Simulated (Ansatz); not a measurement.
# Si (P6/mmm) in Ansatz: further runs

The runs below take Si through single point, with PBE.

Program: Ansatz 0.2.0. These are calculated values, not measurements. Logs are shortened: lines on timing, memory, paths and dates and some standing lists are left out, and cuts for length are marked.

**1. The structure**

It takes space group P6/mmm (No. 191, hexagonal). Conventional cell: a = 2.621 Å, b = 2.621 Å, c = 2.466 Å, α = 90.00°, β = 90.00°, γ = 120.00°. Around Si (site symmetry 6/mmm) lie 8 Si at 2.47 to 2.62 Å.

This isn't the form of Si at room conditions, which is diamond.

**2. Single point, PBE**

The input, input.yaml:

```yaml
crystal:
  lattice:
    - [2.6205428149, 0.0, 0.0]
    - [-1.3102714075, 2.2694566494, 0.0]
    - [0.0, 0.0, 2.46635439]
  atoms:
    - { symbol: Si, position: [0.0, 0.0, 0.0] }
hamiltonian:
  xc: pbe
  pseudopotentials: { kind: paw }
kpoints:
  mp_grid: { grid: [12, 12, 11] }
scf:
  occupations: { method: gaussian, width: 0.026 }
output:
  forces: true
  stress: true
  eigenvalues: true
```

Potentials or basis: Ansatz PAW.

Run with:

```console
$ ansatz run input.yaml --threads 2 --pin off --max-ram 5632MiB --backend cpu --events-out ev --progress --plain --runs-dir out
```

Output:

```text
Warning: RAYON_NUM_THREADS=2 ignored (pool sized by the plan → 2); use --threads N
Engine: ansatz 0.2.0, aarch64-unknown-linux-gnu
Pseudopotentials: kind: paw
Pseudopotential: Si, paw, valence charge 4, recommended cutoff 420 eV (normal), Si.paw.azcp
Functional definition: PBE
  parameter kappa = 0.804
  parameter beta = 0.06672455060314922
  exchange = pbe_x(kappa = kappa, mu = beta*pi^2/3)
  correlation = pbe_c(beta = beta)
Crystal: 1 atoms, lattice volume = 14.668 Å³
Basis set: ecut = 420 eV, 279 PW (Γ), exchange–correlation on 36×36×36 points (8 copies of the dense FFT grid, shifted against one another)
Bands: 6, of which v1, the nominal top of the filled ones, is band 2 counted from 1 (1 counted from 0)
Symmetry: 24 space group operations
Space group: P6/mmm (ITA 191), of the structure as read, at distance tolerance 2.4e-5 Å
k-points: 114 of 1584
Non-local potential: Si, projectors of the file, l = 0: 2, l = 1: 2, l = 2: 2
PAW form: soft (Blöchl's): semilocal exchange-correlation on the pseudo side does not see the compensation charge
PAW one-centre angular grid: Si, 110 points (default); XC on 64 Gauss nodes
Initial density: superposition of atomic densities (neutral atoms: chi_scale 0, normalization atom), corrected by the library's trained network
Initial wavefunctions: pseudopotential atomic-orbital guess
Functional: x = pbe(κ = 0.804, μ = 0.2195149727645171), c = pbe(β = 0.06672455060314922)
SCF iter   1: F=—  HF=-635.506029 eV  |F-HF|=—  |Δ(HF+E_count)|=         —  Δρ=1.86e-3  dr2=4.26e-4  ethr=1.77e-3  ⟨swp⟩=5.8  Hψ=6553  notcnv=0
preconditioner: auto → none  [insulator: Δε(μ)=0.056 eV  Ē_g=13.905 eV  σ=0.026 eV  W_gap=0.54  n_scr=0 (ndim 8)  ℏωp=19.4 eV  f_vac=0.000  D(μ)=0.66/eV (n_scr^D=8)  ε∞_Penn≈2.9]
SCF iter   2: F=—  HF=-635.505978 eV  |F-HF|=—  |Δ(HF+E_count)|=   5.08e-5  Δρ=6.89e-4  dr2=4.51e-5  ethr=1.07e-5  ⟨swp⟩=1.5  Hψ=1678  notcnv=0
SCF iter   3: F=—  HF=-635.505968 eV  |F-HF|=—  |Δ(HF+E_count)|=   9.71e-6  Δρ=1.26e-4  dr2=1.14e-6  ethr=1.13e-6  ⟨swp⟩=1.5  Hψ=771  notcnv=0
iter 4 did not close the SCF: its close was put off for the readings that it lacked (scf_convergence_deferred on its scf_iter line)
SCF iter   4: F=-635.505969 eV  HF=-635.505969 eV  |F-HF|=1.33e-8  |Δ(HF+E_count)|=   8.08e-7  Δρ=1.37e-5  dr2=2.82e-8  ethr=2.85e-8  ⟨swp⟩=1.9  Hψ=876  notcnv=0
iter 5 did not close the SCF: its close was put off for the readings that it lacked (scf_convergence_deferred on its scf_iter line)
SCF iter   5: F=-635.505969 eV  HF=-635.505969 eV  |F-HF|=1.29e-9  |Δ(HF+E_count)|=   9.86e-9  Δρ=4.38e-6  dr2=2.82e-9  ethr=7.06e-10  ⟨swp⟩=1.1  Hψ=680  notcnv=0
SCF iter   6: F=-635.505969 eV  HF=-635.505969 eV  |F-HF|=2.61e-12  |Δ(HF+E_count)|=   1.06e-9  Δρ=2.13e-7  dr2=6.56e-12  ethr=7.05e-11  ⟨swp⟩=1.9  Hψ=2132  notcnv=0
SCF 1 converged in 6 iterations: F = -635.505969 eV  dr2 = 6.56e-12
SCF converged after 6 iterations
Free energy (F): -635.505969 eV
Harris-Foulkes:  -635.505969 eV  (|F-HF|=2.61e-12)
Internal energy: -635.505748 eV  (E = F + TS)
E sigma→0 (E₀):  -635.505858 eV
Entropy (-TS):   -0.000222 eV (-0.222 meV/atom)
Fermi energy:    10.203985 eV
--- Per-component energies (eV) ---
  E_band       = 18.553381
  E_kinetic    = 41.596777
  E_local      = -0.504133  (includes V_loc(G=0)·N_el)
  E_nonlocal   = 25.494894
  E_hartree    = 1.039718
  E_xc         = -56.059416
  E_vxc        = -47.930061  (∫ρ·V_xc dr)
  E_paw        = -512.456825  (= ΣΔE_a)
  E_vpaw       = -2.183541  (= ΣTr[D̂ρ^β])
  E_aug_tail   = 0.000006  (compensation charges beyond the density's cutoff)
  E_ewald      = -134.616768
  E_smearing   = -0.000222  (= −TS)
  E_closure    = 0.000000  (closes the sum)
  Σ components = -635.505969   (vs F -635.505969, Δ=0.00e0)
--- Forces (eV/Å), atoms counted from 1 ---
  atom   1  Si     0.00000000     0.00000000     0.00000000
  max |Σ_I F_I| component: 1.03e-33 eV/Å
--- Stress (GPa, compression-positive) ---
        1.318058      -0.000000       0.000000
       -0.000000       1.318058       0.000000
        0.000000       0.000000       6.580673
  P = ⅓ Tr σ = 3.0723 GPa (30.723 kbar)
--- Band table (eV; the first three rows and the last of 114) ---
  k-point 0: bands = ["-3.8950", "17.7452", "18.2503", "20.6220", "20.6220", "22.5048"]
  k-point 1: bands = ["-3.7014", "14.6227", "20.7731", "20.7731", "21.2852", "22.6592"]
  k-point 2: bands = ["-3.1236", "11.3844", "21.2249", "21.2249", "23.1073", "23.1073"]
  k-point 113: bands = ["8.8569", "9.2736", "9.2736", "11.7310", "14.3245", "14.3245"]
```

Run time: 0.47 s. Hardware: 2 threads of Arm Neoverse V2, shared host; peak memory 0.25 GiB.

What came out:

| Item | Value |
| --- | --- |
| Free energy | -635.5060 eV |
| Pressure | 3.1 GPa |
| Band gap on the k mesh | none (metal or under the smearing width) |

Stress tensor (GPa, compression positive):
```
1.32 0.00 0.00
0.00 1.32 0.00
0.00 0.00 6.58
```

Levels at points of the mesh, in eV from the Fermi level:
| k point | band 1 | band 2 | band 3 | band 4 | band 5 |
| --- | --- | --- | --- | --- | --- |
| (0.00, 0.00, 0.00) | -14.10 | 7.54 | 8.05 | 10.42 | 10.42 |
| (0.00, -0.50, 0.00) | -7.59 | -6.78 | 5.20 | 6.55 | 12.94 |

**3. Single point, PBE**

input.yaml: that of step 2 with these lines changed.

```diff
@@ -13,3 +13,3 @@
 scf:
-  occupations: { method: gaussian, width: 0.026 }
+  occupations: { method: gaussian, width: 0.027 }
 output:
```

Potentials or basis: Ansatz PAW.

Run with:

```console
$ ansatz run input.yaml --threads 2 --pin off --max-ram 5632MiB --backend cpu --events-out ev --progress --plain --runs-dir out
```

Run time: 0.47 s. Hardware: 2 threads of Arm Neoverse V2, shared host; peak memory 0.25 GiB.

Results (log left out):

```yaml
Free_energy: -635.5060 eV
Pressure: 3.1 GPa
Band_gap_on_the_k_mesh: none (metal or under the smearing width)
```

Stress tensor (GPa, compression positive):
```
1.32 0.00 0.00
0.00 1.32 0.00
0.00 0.00 6.58
```

Levels at points of the mesh, in eV from the Fermi level:
| k point | band 1 | band 2 | band 3 | band 4 | band 5 |
| --- | --- | --- | --- | --- | --- |
| (0.00, 0.00, 0.00) | -14.10 | 7.54 | 8.05 | 10.42 | 10.42 |
| (0.00, -0.50, 0.00) | -7.59 | -6.78 | 5.20 | 6.55 | 12.94 |

**4. Single point, PBE**

input.yaml: that of step 3 with these lines changed.

```diff
@@ -13,3 +13,3 @@
 scf:
-  occupations: { method: gaussian, width: 0.027 }
+  occupations: { method: gaussian, width: 0.028 }
 output:
```

Run with:

```console
$ ansatz run input.yaml --threads 2 --pin off --max-ram 5632MiB --backend cpu --events-out ev --progress --plain --runs-dir out
```

Run time: 0.45 s. Hardware: 2 threads of Arm Neoverse V2, shared host; peak memory 0.25 GiB.

Results (log left out):

```
Free energy            : -635.5060 eV
Pressure               : 3.1 GPa
Band gap on the k mesh : none (metal or under the smearing width)
```

Stress tensor (GPa, compression positive):
```
1.32 0.00 0.00
0.00 1.32 0.00
0.00 0.00 6.58
```

Levels at points of the mesh, in eV from the Fermi level:
```
            k point  band 1  band 2  band 3  band 4  band 5  band 6
 (0.00, 0.00, 0.00)  -14.10    7.54    8.05   10.42   10.42   12.30
(0.00, -0.50, 0.00)   -7.59   -6.78    5.20    6.55   12.94   15.17
```

**5. Summary**

| smearing | gap on the mesh (eV) | pressure (GPa) |
| --- | --- | --- |
| gaussian 0.026 eV | none | 3.1 |
| gaussian 0.027 eV | none | 3.1 |
| gaussian 0.028 eV | none | 3.1 |

Alike in all rows: task single point; level PBE; potentials or basis Ansatz PAW; no spin polarisation; cell as given; k mesh 12 × 12 × 11; cutoff (eV) 420.

Every run on the cell as given and a fine mesh finds a metal.

Total energies depend on the potentials used, so only differences within one code and one set of settings carry meaning.
